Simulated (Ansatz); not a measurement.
## Sensitivity of the gradients in CO2 to the input

This input was run with Ansatz:

```yaml
crystal:
  lattice:
    - [4.78454533, 0.0, 0.0]
    - [0.0, 6.31553964, 0.0]
    - [0.0, 0.0, 5.67889084]
  atoms:
    - { symbol: C, position: [0.5, 0.85299852, 0.75] }
    - { symbol: C, position: [0.0, 0.35299852, 0.75] }
    - { symbol: C, position: [0.0, 0.64700148, 0.25] }
    - { symbol: C, position: [0.5, 0.14700148, 0.25] }
    - { symbol: O, position: [0.70097112, 0.14632846, 0.13358302] }
    - { symbol: O, position: [0.29902888, 0.14632846, 0.36641698] }
    - { symbol: O, position: [0.79902888, 0.64632846, 0.13358302] }
    - { symbol: O, position: [0.20097112, 0.35367154, 0.86641698] }
    - { symbol: O, position: [0.20097112, 0.64632846, 0.36641698] }
    - { symbol: O, position: [0.79902888, 0.35367154, 0.63358302] }
    - { symbol: O, position: [0.70097112, 0.85367154, 0.63358302] }
    - { symbol: O, position: [0.29902888, 0.85367154, 0.86641698] }
kpoints:
  mp_grid: { grid: [5, 4, 4] }
scf:
  occupations: { method: fermi_dirac, width: 0.02 }
  mixing: { algorithm: msr1, beta: 0.5 }
hamiltonian:
  xc: pbe
  pseudopotentials: { kind: paw, frozen_core: stored }
  dispersion: d4
output:
  forces: true
  stress: true
  populations: true
  efg: { quadrupole_moments_barn: { O: -0.02558 } }
  write_density: true
  write_potential: true
  elf: true
  volumetric_format: npy
total_charge: -1
```

It converged. Of its output the block on the nuclei alone is shown, without the SCF iterations, energies, forces and stress (one atom of each set):

```
--- PAW observables at the nuclei: V_zz in 10²¹ V/m², potentials from the cell's mean, atoms counted from 1 ---
  atom   1  C  V_zz =    -2.286630   η = 0.1173   by run symmetry: allowed
            electrostatic potential = -405.076444 V   contact ρ = none
  atom   5  O  V_zz =    +7.182056   η = 0.0551   by run symmetry: allowed   C_q = -4.4423 MHz
            electrostatic potential = -614.279836 V   contact ρ = none
```

(1) Can these gradients be trusted, and how do they compare with a run on standard settings?

Answers

(1) Only as results of these settings. Against the standard input the change is `scf.mixing.algorithm`: not typed → msr1; `scf.mixing.beta`: not typed → 0.5; `total_charge`: not typed → -1; `hamiltonian.dispersion`: not typed → d4. A site carries the number of its first atom; V_zz in 10²¹ V/m².

```json
{"site": "C", "atom": "1", "V_zz standard": "-2.62", "η standard": "0.01", "V_zz here": "-2.29", "η here": "0.12"}
{"site": "O", "atom": "5", "V_zz standard": "7.42", "η standard": "0.03", "V_zz here": "7.18", "η here": "0.06"}
```

The largest change of V_zz is on C, from -2.62 to -2.29. In per cent, |V_zz| changes by -13 on C, -3 on O (all sites that start above 2). The dispersion term itself leaves the density as it is. The changed cell holds a charge of -1 on a uniform background, so it isn't the neutral crystal. It has an odd number of electrons and no spin polarisation, so the extra carrier is shared by both spins and spread out, where a real one carries spin and can localise. At these positions the changed run has forces up to 1.2 eV/Å, so its atoms aren't at their own equilibrium. The gap no longer holds the Fermi energy in the changed run, so its gradients also hang on the k-mesh and the smearing. SCF iterations: 7 and 8.
